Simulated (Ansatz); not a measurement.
**HfN (PbO type): how the settings move a single-point run**

Question: which choices in the input matter for HfN (PbO type)?

Program: Ansatz 0.2.0. Level of theory: reference: DFT PBE, scalar-relativistic, plane waves, PAW, unless a step's input says otherwise. These are calculated values, not measurements.

## 1. The starting structure

It takes space group P4/nmm (No. 129, tetragonal). Conventional cell: a = 3.857 Å, b = 3.857 Å, c = 4.818 Å, α = 90.00°, β = 90.00°, γ = 90.00°. Around Hf (site symmetry 4mm) lie 4 N at 2.11 Å. N (site symmetry -4m2) is surrounded by 4 Hf at 2.11 Å.

Structure file:

```
Hf N
1.0
     3.85671    0.00000    0.00000
     0.00000    3.85671    0.00000
     0.00000    0.00000    4.81847
Hf N
2 2
Direct
  0.50000 0.00000 0.17687
  0.00000 0.50000 0.82313
  0.00000 0.00000 0.00000
  0.50000 0.50000 0.00000
```

## 2. Baseline

input.yaml reads:

```yaml
crystal:
  lattice:
    - [3.8567057347, 0.0, 0.0]
    - [0.0, 3.8567057347, 0.0]
    - [0.0, 0.0, 4.8184718836]
  atoms:
    - { symbol: Hf, position: [0.5, 0.0, 0.1768716561] }
    - { symbol: Hf, position: [0.0, 0.5, 0.8231283439] }
    - { symbol: "N", position: [0.0, 0.0, 0.0] }
    - { symbol: "N", position: [0.5, 0.5, 0.0] }
basis:
  ecutwfc: 420
  ecutrho_ratio: 4
kpoints:
  mp_grid: { grid: [10, 10, 8] }
  band_path:
    path:
      - [[0.0, 0.0, 0.0], [0.0, 0.5, 0.0], [0.5, 0.5, 0.0], [0.0, 0.0, 0.0], [0.0, 0.0, 0.5], [0.0, 0.5, 0.5], [0.5, 0.5, 0.5], [0.0, 0.0, 0.5]]
      - [[0.0, 0.5, 0.0], [0.0, 0.5, 0.5]]
      - [[0.5, 0.5, 0.0], [0.5, 0.5, 0.5]]
    npoints: 14
hamiltonian:
  xc: pbe
scf:
  occupations: { method: gaussian, width: 0.05 }
  n_extra_bands: 18
output:
  forces: true
  stress: true
  eigenvalues: true
  populations: true
  dos: { projected: true, de: 0.02, nscf_kmesh: { grid: [15, 15, 12] } }
  bader: true
  write_density: true
  write_potential: true
  elf: true
  volumetric_format: npy
```

Command:

```sh
$ ansatz run input.yaml --threads 2 --pin off --max-ram 2662MiB --backend cpu --events-out ev --progress --plain --runs-dir out
```

## 3. Changed: mp_grid.grid [12, 12, 10], occupations.width 0.025

input.yaml reads:

```yaml
crystal:
  lattice:
    - [3.8567057347, 0.0, 0.0]
    - [0.0, 3.8567057347, 0.0]
    - [0.0, 0.0, 4.8184718836]
  atoms:
    - { symbol: Hf, position: [0.5, 0.0, 0.1768716561] }
    - { symbol: Hf, position: [0.0, 0.5, 0.8231283439] }
    - { symbol: "N", position: [0.0, 0.0, 0.0] }
    - { symbol: "N", position: [0.5, 0.5, 0.0] }
basis:
  ecutwfc: 420
  ecutrho_ratio: 4
kpoints:
  mp_grid: { grid: [12, 12, 10] }
hamiltonian:
  xc: pbe
scf:
  occupations: { method: gaussian, width: 0.025 }
output:
  forces: true
  stress: true
```

## 4. Variant: starting moments, chi_scale 0.0, spin_polarized true

input.yaml reads:

```yaml
crystal:
  lattice:
    - [3.8567057347, 0.0, 0.0]
    - [0.0, 3.8567057347, 0.0]
    - [0.0, 0.0, 4.8184718836]
  atoms:
    - { symbol: Hf, position: [0.5, 0.0, 0.1768716561], spin: 3.0 }
    - { symbol: Hf, position: [0.0, 0.5, 0.8231283439], spin: 3.0 }
    - { symbol: "N", position: [0.0, 0.0, 0.0], spin: 3.0 }
    - { symbol: "N", position: [0.5, 0.5, 0.0], spin: 2.0 }
basis:
  ecutwfc: 420
  ecutrho_ratio: 4
kpoints:
  mp_grid: { grid: [10, 10, 8] }
hamiltonian:
  xc: pbe
scf:
  occupations: { method: gaussian, width: 0.05 }
  initial_density: { chi_scale: 0.0 }
output:
  forces: true
  stress: true
magnetization:
  spin_polarized: true
```

## 5. Variant: pseudopotentials.kind nc

input.yaml reads:

```yaml
crystal:
  lattice:
    - [3.8567057347, 0.0, 0.0]
    - [0.0, 3.8567057347, 0.0]
    - [0.0, 0.0, 4.8184718836]
  atoms:
    - { symbol: Hf, position: [0.5, 0.0, 0.1768716561] }
    - { symbol: Hf, position: [0.0, 0.5, 0.8231283439] }
    - { symbol: "N", position: [0.0, 0.0, 0.0] }
    - { symbol: "N", position: [0.5, 0.5, 0.0] }
basis:
  ecutwfc: 420
  ecutrho_ratio: 4
kpoints:
  mp_grid: { grid: [10, 10, 8] }
hamiltonian:
  xc: pbe
  pseudopotentials: { kind: nc }
scf:
  occupations: { method: gaussian, width: 0.05 }
output:
  forces: true
  stress: true
  write_density: true
  write_potential: true
  elf: true
  volumetric_format: npy
```

## 6. Variant: mp_grid.grid [15, 15, 12], xc lda

input.yaml reads:

```yaml
crystal:
  lattice:
    - [3.8567057347, 0.0, 0.0]
    - [0.0, 3.8567057347, 0.0]
    - [0.0, 0.0, 4.8184718836]
  atoms:
    - { symbol: Hf, position: [0.5, 0.0, 0.1768716561] }
    - { symbol: Hf, position: [0.0, 0.5, 0.8231283439] }
    - { symbol: "N", position: [0.0, 0.0, 0.0] }
    - { symbol: "N", position: [0.5, 0.5, 0.0] }
basis:
  ecutwfc: 420
  ecutrho_ratio: 4
kpoints:
  mp_grid: { grid: [15, 15, 12] }
hamiltonian:
  xc: lda
scf:
  occupations: { method: gaussian, width: 0.05 }
output:
  forces: true
  stress: true
  write_density: true
  write_potential: true
  elf: true
  volumetric_format: npy
```

## 7. Changing settings: mp_grid.shift [0.5, 0.5, 0.5], hubbard.sites [{species: Hf, l: d, u_eff: 8.0}], hubbard.double_counting fll

input.yaml reads:

```yaml
crystal:
  lattice:
    - [3.8567057347, 0.0, 0.0]
    - [0.0, 3.8567057347, 0.0]
    - [0.0, 0.0, 4.8184718836]
  atoms:
    - { symbol: Hf, position: [0.5, 0.0, 0.1768716561] }
    - { symbol: Hf, position: [0.0, 0.5, 0.8231283439] }
    - { symbol: "N", position: [0.0, 0.0, 0.0] }
    - { symbol: "N", position: [0.5, 0.5, 0.0] }
basis:
  ecutwfc: 420
  ecutrho_ratio: 4
kpoints:
  mp_grid: { grid: [10, 10, 8], shift: [0.5, 0.5, 0.5] }
hamiltonian:
  xc: pbe
  hubbard: { sites: [{ species: Hf, l: d, u_eff: 8.0 }], double_counting: fll }
scf:
  occupations: { method: gaussian, width: 0.05 }
output:
  forces: true
  stress: true
```

What does the calculation give? Wanted: for each run, ending; energy change; pressure; gap; force.

**Answer**, as computed:

| run | ending | energy change | pressure (GPa) | gap (eV) | force (eV/Å) | cycles | time |
| --- | --- | --- | --- | --- | --- | --- | --- |
| reference | converged | 0 | 0.0 | 0.00 | 0.00 | 9 | 55 s |
| 1: mp_grid.grid [12, 12, 10], occupations.width 0.025 | converged | +0.3 meV/atom (σ→0) | 0.0 | 0.00 | 0.00 | 8 | 13 s |
| 2: starting moments, chi_scale 0.0, spin_polarized true | converged | 0.0 meV/atom | 0.0 | 0.00 | 0.00 | 13 | 50 s |
| 3: pseudopotentials.kind nc | converged | not comparable | -31.8 | 0.00 | 4.24 | 14 | 16 s |
| 4: mp_grid.grid [15, 15, 12], xc lda | converged | not comparable | -7.9 | 0.00 | 0.78 | 9 | 29 s |
| 5: mp_grid.shift [0.5, 0.5, 0.5], hubbard.sites [{species: Hf, l: d, u_eff: 8.0}], hubbard.double_counting fll | converged | +3.49 eV/atom (Hubbard term changed: no physical gain or loss) | 11.4 | 0.00 | 1.45 | 9 | 7 s |

Times don't compare one to one where runs were asked for different outputs or read a saved state (see the inputs); cycles may leave out searches for a lower state.

Residual by cycle in the longest SCF loop of each run; runs are numbered as in the table. The quantity is the density residual dr2, in eV.

| cycle | reference | run 1 | run 2 | run 3 | run 4 | run 5 |
| --- | --- | --- | --- | --- | --- | --- |
| 1 | 0.0264 | 0.0265 | 7.37 | 620 | 0.0477 | 10.6 |
| 2 | 0.0101 | 0.00566 | 5.62 | 51.7 | 0.00887 | 1.47 |
| 3 | 3.7e-4 | 0.00153 | 0.89 | 40.4 | 0.00264 | 0.208 |
| 5 | 4.8e-6 | 3.8e-5 | 0.0584 | 0.142 | 1.1e-4 | 0.00339 |
| 6 | 3.8e-6 | 3.7e-6 | 0.0176 | 0.0103 | 1.4e-5 | 2.9e-4 |
| 7 | 8.8e-7 | 3.5e-7 | 0.00156 | 0.00124 | 2.0e-6 | 1.6e-5 |
| 8 | 1.1e-7 | 3.8e-8 | 4.8e-5 | 1.6e-5 | 2.1e-7 | 1.3e-6 |
| 9 | 7.7e-9 | - | 4.1e-6 | 8.2e-4 | 1.0e-8 | 9.1e-8 |
| 10 | - | - | 3.3e-7 | 6.4e-4 | - | - |
| 12 | - | - | 4.7e-9 | 8.4e-7 | - | - |
| 13 | - | - | 6.9e-10 | 4.5e-7 | - | - |
| 14 | - | - | - | 7.0e-9 | - | - |

Run 3 ran under the cutoff that the potentials recommend, as the log warns, so basis error is mixed into its values, and swamps them where the cutoff is far short. A changed U is a change of model: its shifts are not errors of convergence.
